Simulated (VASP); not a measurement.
Wanted: the native input for a VASP 6.6.1 run.

* Task: single point
* Functional: PBEsol
* Potentials or basis: VASP PAW PBE potentials, release 64 (Pb_d, F)
* Cutoff: 520 eV
* k mesh: 8 × 8 × 8
* Occupations: fermi-dirac, width 0.05 eV
* Spin: no spin polarisation
* Ladder: free
* Further INCAR settings: ALGO = Normal; EDIFF = 1e-07; NBANDS = 21

The structure of PbF2 (Fluorocronite) lies in POSCAR:

```
PbF2
1.0
    0.0000000000      2.9636600000      2.9636600000
    2.9636600000      0.0000000000      2.9636600000
    2.9636600000      2.9636600000      0.0000000000
Pb F
1 2
Direct
    0.0000000000      0.0000000000      0.0000000000
    0.7500000000      0.7500000000      0.7500000000
    0.2500000000      0.2500000000      0.2500000000
```

One way to write it, as run:

INCAR

```
SYSTEM = PbF2
ALGO = Normal ; EDIFF = 1E-7
ENCUT = 520 ; GGA = PS
ISIF = 2 ; ISMEAR = -1
LASPH = .True. ; LCHARG = .True.
LELF = .True. ; LREAL = .False.
LVHAR = .True. ; LWAVE = .False.
NBANDS = 21 ; NELM = 100
PREC = Accurate ; SIGMA = 0.05
```

KPOINTS

```
k-points
0
Gamma
  8 8 8
  0 0 0
```

Potentials or basis: VASP PAW PBE potentials, release 64 (Pb_d, F).

Command:

```console
$ cat potpaw_PBE.64/Pb_d/POTCAR potpaw_PBE.64/F/POTCAR > POTCAR
$ mpirun -np 1 vasp_std > vasp.out
```

It gave:

```json
{
 "Pressure": "-1.3 GPa",
 "Band gap on the k mesh": "4.30 eV, indirect (least direct gap 4.46 eV)"
}
```

Caveat: the PAW data sets were made with another functional, which shifts forces and pressure a little; spin-orbit coupling is left out, which as a rule narrows the gap of such compounds by several tenths of an eV.

Wall time 21 s on 1 thread of Intel(R) Xeon(R) Platinum 8488C (Sapphire Rapids) (shared host), peak memory 0.18 GiB.
